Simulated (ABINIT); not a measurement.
InP: single point with PBE-EpsX

The system is InP.

```
CELL_PARAMETERS angstrom
0.00000 2.93050 2.93050
2.93050 0.00000 2.93050
2.93050 2.93050 0.00000
ATOMIC_POSITIONS crystal
In 0.00000 0.00000 0.00000
P 0.75000 0.75000 0.75000
```

```
Program                                          : ABINIT 10.8.3 (patched build)
Task                                             : single point
Functional                                       : PBE-EpsX
Potentials or basis                              : SPMS NC PBE v1.0
Cutoff                                           : 490 eV
k mesh                                           : 6 × 6 × 6
Occupations                                      : fixed
Spin                                             : no spin polarisation
Most SCF steps                                   : 60
Thinning of the exchange mesh (fockdownsampling) : 2 × 2 × 2
Dielectric constant that sets the share          : 11.4655
```

| Property | Result |
| --- | --- |
| Band gap on the k mesh | 1.23 eV, direct |
| Valence electrons inside the program's atomic spheres | In 9.88; P 2.80 |

Levels at points of the mesh, in eV from the valence-band top:
```csv
k point,band 6,band 7,band 8,band 9,band 10,band 11
"(0.00, 0.00, 0.00)",-11.95,0.00,0.00,0.00,1.23,4.59
"(0.50, 0.00, 0.00)",-10.14,-5.96,-1.03,-1.03,2.01,5.35
"(0.50, 0.50, 0.00)",-9.46,-5.97,-2.44,-2.44,2.25,2.79
```

It took 3 min on 4 MPI ranks on Arm Neoverse V2, on a shared host, peak memory 0.24 GiB a rank.

Caveat: exact exchange is summed on a coarse mesh, which widens gaps by tenths of an eV; spin-orbit coupling is left out, which moves the levels of the heavy elements.
